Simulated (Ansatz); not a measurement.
Sc under changes of volume

One of the cells (25.002 Å³/atom); the others are scaled copies at fixed shape and fractional positions:

```xyz
2
Lattice="3.3090 0.0000 0.0000 -1.6545 2.8657 0.0000 0.0000 0.0000 5.2733" Properties=species:S:1:pos:R:3 pbc="T T T"
Sc    1.6545    0.9552    3.9550
Sc    0.0000    1.9105    1.3183
```

```yaml
Program: Ansatz 0.2.0
Functional: PBE
Potentials_or_basis: all-electron LAPW, scalar-relativistic
Cutoff: 180 eV (chosen from the basis error)
Basis_error_allowed: 0.0005 eV/atom
k_mesh: 9 × 9 × 5
Occupations: fermi-dirac, width 0.05 eV
Spin: no spin polarisation
```

```tsv
volume (Å³/atom)	energy over the lowest point (meV/atom)	pressure (GPa)
23.502	9.89	2.9
24.002	3.00	1.6
24.502	0.00	0.4
25.002	0.53	-0.7
25.502	4.34	-1.7
26.002	?	?
26.502	20.68	-3.4
```

Q: What does the run at 26.002 Å³/atom give?

A: Energy over the lowest point 11.14 meV/atom; pressure -2.6 GPa.

Worked out: A Birch-Murnaghan fit of order 3 (a polynomial in V^(-2/3)) to the other rows has its minimum at 24.67 Å³/atom with B0 = V·E''(V) = 55 GPa and B' = 3.2 at fixed shape and positions, which overstates the stiffness. It gives 11.14 meV/atom at 26.002 Å³/atom, against the run's 11.14, and -dE/dV = -2.6 GPa, against -2.6.

Energies are extrapolated to zero smearing.
